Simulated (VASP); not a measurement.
# Sn in VASP: single point with PBE

Aim: the single point of Sn with PBE.

Everything below comes from runs of VASP 6.6.1. Logs are shortened: lines on timing, memory, paths and dates and some standing lists are left out, and cuts for length are marked.

## (1) Starting point

The cell holds a molecule_in_box, 1 atom: a = 14.000 Å, b = 14.500 Å, c = 15.000 Å, α = 90.00°, β = 90.00°, γ = 90.00°.

## (2) Single point, PBE, collinear spin, ferromagnetic start

The input, INCAR:

```
SYSTEM = Sn
ALGO     = Normal         ! electronic algorithm
AMIX     = 0.2          
AMIX_MAG = 0.8          
BMIX     = 1E-4         
BMIX_MAG = 1E-4         
EDIFF    = 1E-6           ! SCF threshold, eV
ENCUT    = 450            ! plane-wave cutoff, eV
GGA      = PE             ! functional
ISIF     = 2              ! what is computed and relaxed
ISMEAR   = 0              ! smearing method
ISPIN    = 2              ! spin polarisation
ISYM     = 0            
LASPH    = .TRUE.         ! aspherical terms in the spheres
LCHARG   = .FALSE.        ! write CHGCAR
LORBIT   = 11             ! projections on sites
LREAL    = .FALSE.        ! projectors in reciprocal space
LWAVE    = .FALSE.        ! write WAVECAR
MAGMOM   = 2              ! initial moments
NBANDS   = 17             ! bands
NELM     = 200            ! most SCF steps
PREC     = Accurate       ! precision mode
SIGMA    = 0.005          ! smearing width, eV
```

The input, KPOINTS:

```
k-points
0
G
  1 1 1
  0 0 0
```

The input, POSCAR:

```
Sn
1.0
   14.0000000000      0.0000000000      0.0000000000
    0.0000000000     14.5000000000      0.0000000000
    0.0000000000      0.0000000000     15.0000000000
Sn
1
Direct
    0.5000000000      0.5000000000      0.5000000000
```

Potentials or basis: VASP PAW PBE potentials, release 64 (Sn_d).

Command:

```console
cat potpaw_PBE.64/Sn_d/POTCAR > POTCAR
mpirun -np 2 vasp_gam > vasp.out
```

OUTCAR:

```text
SYSTEM = Sn
   AMIX = 0.2
   AMIX_MAG = 0.8
   EDIFF = 1E-6
   ENCUT = 450
   GGA = PE
   ISIF = 2
   ISMEAR = 0
   ISPIN = 2
   ISYM = 0
   LASPH = .TRUE.
   LORBIT = 11
   LREAL = .FALSE.
   NELM = 200
   PREC = Accurate

 ion  position               nearest neighbor table
   1  0.500  0.500  0.500-

IMPORTANT INFORMATION: All symmetrisations will be switched off!
NOSYMM: (Re-)initialisation of all symmetry stuff for point group C_1.

----------------------------------------------------------------------------------------

                                     Primitive cell

  volume of cell :    3045.0000

  direct lattice vectors                    reciprocal lattice vectors
    14.000000000  0.000000000  0.000000000     0.071428571  0.000000000  0.000000000
     0.000000000 14.500000000  0.000000000     0.000000000  0.068965517  0.000000000
     0.000000000  0.000000000 15.000000000     0.000000000  0.000000000  0.066666667

  length of vectors
    14.000000000 14.500000000 15.000000000     0.071428571  0.068965517  0.066666667

  position of ions in fractional coordinates (direct lattice)
     0.500000000  0.500000000  0.500000000

  ion indices of the primitive-cell ions
   primitive index   ion index
                 1           1

----------------------------------------------------------------------------------------

 KPOINTS: k-points

Automatic generation of k-mesh.
 Grid dimensions read from file:
 generate k-points for:    1    1    1

 Generating k-lattice:

  Cartesian coordinates                     Fractional coordinates (reciprocal lattice)
     0.071428571  0.000000000  0.000000000     1.000000000  0.000000000  0.000000000
     0.000000000  0.068965517  0.000000000     0.000000000  1.000000000  0.000000000
     0.000000000  0.000000000  0.066666667     0.000000000  0.000000000  1.000000000

  Length of vectors
     0.071428571  0.068965517  0.066666667

  Shift w.r.t. Gamma in fractional coordinates (k-lattice)
     0.000000000  0.000000000  0.000000000

 Subroutine IBZKPT returns following result:
 ===========================================

 Found      1 irreducible k-points:

 Following reciprocal coordinates:
            Coordinates               Weight
  0.000000  0.000000  0.000000      1.000000
   k-points           NKPTS =      1   k-points in BZ     NKDIM =      1   number of bands    NBANDS=     18
   number of dos      NEDOS =    301   number of ions     NIONS =      1
   total plane-waves  NPLWV = ******
   dimension x,y,z NGX =    98 NGY =  100 NGZ =  108
   dimension x,y,z NGXF=   196 NGYF=  200 NGZF=  216
   ions per type =               1
   NGX,Y,Z   is equivalent  to a cutoff of  11.64, 11.47, 11.97 a.u.
   NGXF,Y,Z  is equivalent  to a cutoff of  23.27, 22.93, 23.94 a.u.
 SYSTEM =  Sn
   PREC   = accura    normal or accurate (medium, high low for compatibility)
   ISTART =      0    job   : 0-new  1-cont  2-samecut
   ICHARG =      2    charge: 1-file 2-atom 10-const
   ISPIN  =      2    spin polarized calculation?
   LNONCOLLINEAR =      F non collinear calculations
   LSORBIT =      F    spin-orbit coupling
   LASPH  =      T    aspherical Exc in radial PAW
   ENCUT  =  450.0 eV  33.07 Ry    5.75 a.u.  24.22 25.08 25.95*2*pi/ulx,y,z
   NELM   =    200;   NELMIN=  2; NELMDL= -5     # of ELM steps
   EDIFF  = 0.1E-05   stopping-criterion for ELM
   LREAL  =      F    real-space projection
   EDIFFG = 0.1E-04   stopping-criterion for IOM
   NSW    =      0    number of steps for IOM
   IBRION =     -1    ionic relax: 0-MD 1-quasi-New 2-CG
   NFREE  =      0    steps in history (QN), initial steepest desc. (CG)
   ISIF   =      2    stress and relaxation
   ISYM   =      0    0-nonsym 1-usesym 2-fastsym
   POTIM  = 0.5000    time-step for ionic-motion
   TEBEG  =    0.0;   TEEND  =   0.0 temperature during run
   PSTRESS=    0.0 pullay stress
   NELECT =      14.0000    total number of electrons
   NUPDOWN=      -1.0000    fix difference up-down
   EMIN   =  10.00;   EMAX   =-10.00  energy-range for DOS
   EFERMI =   0.00;   METHOD = LEGACY
   ISMEAR =     0;   SIGMA  =   0.01  broadening in eV -4-tet -1-fermi 0-gaus
   EFERMI_NEDOS =   21; number of points for ismear=-14 and -15
   IALGO  =     38    algorithm
   IMIX   =      4    mixing-type and parameters
     AMIX     =   0.20;   BMIX     =  0.00
     AMIX_MAG =   0.80;   BMIX_MAG =  0.00
  volume/ion in A,a.u.               =    3045.00     20548.67
  Fermi-wavevector in a.u.,A,eV,Ry     =   0.272221  0.514423  1.008250  0.074104
  Thomas-Fermi vector in A             =   1.112538
   LORBIT       =     11    0 simple, 1 ext, 2 COOP (PROOUT), +10 PAW based schemes
   GGA     = PE    functional components
   LHFCALC =     F    Hartree Fock is set to
   AEXX    =    0.0000 exact exchange contribution
   IVDW    =     0    specifies the selected vdW correction
   LEPSILON=     F    determine dielectric tensor
   LRPA    =     F    only Hartree local field effects (RPA)
 spin polarized calculation
 Gauss-broadening in eV      SIGMA  =   0.01
  energy-cutoff  :      450.00
  volume of cell :     3045.00
 maximum number of plane-waves:     33027
 NGX is ok and might be reduce to    98
   NGX = 49   NGY = 51   NGZ = 51

 number of electron      14.0000000 magnetization       2.0000000

 Free energy of the ion-electron system (eV)
  ---------------------------------------------------
  ext. energy  EPLUGINS =         0.00000000
  ---------------------------------------------------
  free energy    TOTEN  =        -0.66440344 eV

  energy without entropy =       -0.66054691  energy(sigma->0) =       -0.66247517

 E-fermi :  -4.0370     XC(G=0):  -0.3592

 val. band max:       -4.0385367623   @ k =   0.0000   0.0000   0.0000
 cond. band min:      -2.7454805257   @ k =   0.0000   0.0000   0.0000
 fundamental gap:      1.2930562366
 Fermi energy:        -4.0370306589

 spin component 1

 k-point     1 :       0.0000    0.0000    0.0000
  band No.  band energies     occupation
      1     -25.6371      1.00000
      2     -25.6369      1.00000
      3     -25.6364      1.00000
      4     -25.6355      1.00000
      5     -25.6354      1.00000
      6     -10.8515      1.00000
[... 10 lines left out ...]
     17       0.7462      0.00000
     18       0.7648      0.00000
 Fermi energy:        -4.0370306589

 spin component 2

 k-point     1 :       0.0000    0.0000    0.0000
  band No.  band energies     occupation
      1     -25.4701      1.00000
      2     -25.4699      1.00000
      3     -25.4692      1.00000
      4     -25.4680      1.00000
      5     -25.4680      1.00000
      6      -9.6599      1.00000
[... 10 lines left out ...]
     17       1.3273      0.00000
     18       1.3670      0.00000

------------------------ aborting loop because EDIFF is reached ----------------------------------------

  FORCE on cell =-STRESS in cart. coord.  units (eV):
  Direction    XX          YY          ZZ          XY          YZ          ZX
  --------------------------------------------------------------------------------------
  -------------------------------------------------------------------------------------
  Total        0.0374634      0.0150698     -0.0143916      0.0010708      0.0000210     -0.0029654
  in kB        0.0197120      0.0079292     -0.0075724      0.0005634      0.0000110     -0.0015603
  external PRESSURE =       0.0066896 kB  Pullay stress =       0.0000000 kB

 VOLUME and BASIS-vectors are now :
 -----------------------------------------------------------------------------
  energy-cutoff  :      450.00
  volume of cell :     3045.00
      direct lattice vectors                 reciprocal lattice vectors
    14.000000000  0.000000000  0.000000000     0.071428571  0.000000000  0.000000000
     0.000000000 14.500000000  0.000000000     0.000000000  0.068965517  0.000000000
     0.000000000  0.000000000 15.000000000     0.000000000  0.000000000  0.066666667

 POSITION                                       TOTAL-FORCE (eV/Angst)
 -----------------------------------------------------------------------------------
      7.00000      7.25000      7.50000        -0.000002     -0.000001     -0.000000
 -----------------------------------------------------------------------------------
    total drift:                               -0.000002     -0.000001     -0.000000

  FREE ENERGIE OF THE ION-ELECTRON SYSTEM (eV)
  ---------------------------------------------------
  free  energy   TOTEN  =        -0.6644034372 eV

  energy  without entropy=       -0.6605469085  energy(sigma->0) =       -0.66247517

 total charge

# of ion       s       p       d       tot
------------------------------------------
    1        1.342   0.763   9.919  12.023

 magnetization (x)

# of ion       s       p       d       tot
------------------------------------------
    1       -0.004   0.763  -0.001   0.757
```

Run time: 2.9 min. Hardware: 2 MPI ranks of Intel Xeon Platinum 8488C (Sapphire Rapids), shared host; peak memory 1.3 GiB.

What came out:

```yaml
Free_energy: -0.6644 eV
Gap_between_the_frontier_levels: 1.29 eV
Net_moment: 2.00 μB per cell
Site_moments: Sn +0.76 μB
Valence_electrons_inside_the_program's_atomic_spheres: Sn 12.02
```

Caveat: spin-orbit coupling is left out, which moves the levels of the heavy elements.
